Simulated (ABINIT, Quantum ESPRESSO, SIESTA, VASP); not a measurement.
# In: programs and potentials compared

```xyz
5
Lattice="3.3393 0.0000 0.0000 -1.6696 2.8919 0.0000 0.0000 0.0000 25.9317" Properties=species:S:1:pos:R:3 pbc="T T T"
In    1.6696    0.9640    7.5000
In    0.0000    0.0000   10.2243
In    1.6696    0.9640   12.9659
In    0.0000    1.9279   15.7075
In    1.6696    0.9640   18.4317
```

Alike in all runs: functional PBE; k mesh 9 × 9 × 1; occupations fermi-dirac, width 0.05 eV; no spin polarisation; no spin-orbit coupling.

```json
{"program and potentials": "VASP, PBE PAW files In_d, 520 eV", "plane-wave cutoff (eV)": "520", "notes": "-", "largest force (eV/Å)": "0.183"}
{"program and potentials": "Quantum ESPRESSO, PseudoDojo 0.4.1 SR PBE standard", "plane-wave cutoff (eV)": "952", "notes": "-", "largest force (eV/Å)": "0.179"}
{"program and potentials": "SIESTA, files PseudoDojo sr-pbe-0.4.1-standard, DZP (energy shift 0.003 Ry; two zetas on semicore shells)", "plane-wave cutoff (eV)": "-", "notes": "atomic basis", "largest force (eV/Å)": "0.226"}
{"program and potentials": "ABINIT, JTH PAW PBE v2.0", "plane-wave cutoff (eV)": "599", "notes": "-", "largest force (eV/Å)": "0.201"}
```

Force on atom 1 (In), eV/Å:

| program and potentials | x | y | z |
| --- | --- | --- | --- |
| VASP, PBE PAW files In_d, 520 eV | 0.000 | 0.000 | -0.183 |
| Quantum ESPRESSO, PseudoDojo 0.4.1 SR PBE standard | 0.000 | 0.000 | -0.179 |
| SIESTA, files PseudoDojo sr-pbe-0.4.1-standard, DZP (energy shift 0.003 Ry; two zetas on semicore shells) | 0.000 | 0.000 | -0.226 |
| ABINIT, JTH PAW PBE v2.0 | 0.000 | 0.000 | -0.201 |

Rows in atomic bases carry the error of their basis and grid, which can be large.

Differences between rows come from potentials, basis sets and numerical settings, since the functional is the same but for its coding. Runs on potential files found faulty are left out.
